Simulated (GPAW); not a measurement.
# InAs: single point with PBE

InAs:

```
In As
1.0
     0.00000    3.01800    3.01800
     3.01800    0.00000    3.01800
     3.01800    3.01800    0.00000
In As
1 1
Direct
  0.00000 0.00000 0.00000
  0.75000 0.75000 0.75000
```

- Program: GPAW 26.7.0
- Task: single point
- Functional: PBE
- Potentials or basis: GPAW PAW data sets (gpaw-data 1.2.1)
- Cutoff: 600 eV
- Basis: pw
- k mesh: 10 × 10 × 10
- Occupations: fermi-dirac, width 0.05 eV
- Spin: no spin polarisation

| Property | Result |
| --- | --- |
| Pressure | 4.0 GPa |
| Band gap on the k mesh | none (metal or under the smearing width) |

Levels at points of the mesh, in eV from the Fermi level:
| k point | band 7 | band 8 | band 9 | band 10 | band 11 | band 12 |
| --- | --- | --- | --- | --- | --- | --- |
| (0.00, 0.00, 0.00) | -0.23 | -0.07 | -0.07 | -0.07 | 3.82 | 3.82 |
| (0.50, 0.50, 0.00) | -5.93 | -2.42 | -2.42 | 1.47 | 2.00 | 9.16 |
| (0.50, 0.50, 0.50) | -5.86 | -1.08 | -1.08 | 0.90 | 4.61 | 4.61 |

Wall time 24 s on 1 thread of Arm Neoverse V1, with other jobs on the host, peak memory 0.18 GiB.

Caveat: this crystal is a semiconductor, whose small gap the functional closes, so the metal is an error of the method.
